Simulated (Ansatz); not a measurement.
The system is Pb.

```xyz
2
Lattice="0.0000 3.4390 3.4390 3.4390 0.0000 3.4390 3.4390 3.4390 0.0000" Properties=species:S:1:pos:R:3 pbc="T T T"
Pb    1.7195    1.7195    1.7195
Pb    0.0000    0.0000    0.0000
```

This isn't the form of Pb at room conditions, which is fcc.

```yaml
Program: Ansatz 0.2.0
Task: relaxation of cell and atoms
Functional: PBE
Potentials_or_basis: Ansatz PAW
Cutoff: "420 eV (not typed: the program's choice for these potentials)"
k_mesh: 7 × 7 × 7
Occupations: fermi-dirac, width 0.05 eV
Spin: no spin polarisation
```

At the start: volume 40.67 Å³/atom.

**Question.** How do energy, volume and symmetry change on relaxing?

**Answer.** It ends after 4 steps and the volume is 44.04 Å³/atom (+8.3 %); space group Fd-3m (No. 227, to 0.05 Å).

The path:
```csv
step,energy change (eV),largest force (eV/Å),volume (Å³)
1,0.0000,0.0000,81.34
2,-0.0444,0.0000,88.93
3,-0.0453,0.0000,88.09
4,-0.0459,0.0000,88.09
```

Final structure:
```cif
data_structure
_symmetry_space_group_name_H-M 'P 1'
_symmetry_Int_Tables_number 1
_cell_length_a 4.9943
_cell_length_b 4.9943
_cell_length_c 4.9943
_cell_angle_alpha 60.000
_cell_angle_beta 60.000
_cell_angle_gamma 60.000
_cell_volume 88.09
loop_
_atom_site_label
_atom_site_type_symbol
_atom_site_fract_x
_atom_site_fract_y
_atom_site_fract_z
_atom_site_occupancy
Pb1 Pb 0.25000 0.25000 0.25000 1
Pb2 Pb 0.00000 0.00000 0.00000 1
```

Caveat: the plane-wave basis is chosen anew once the cell has moved, so the energies of steps on either side of that aren't comparable.
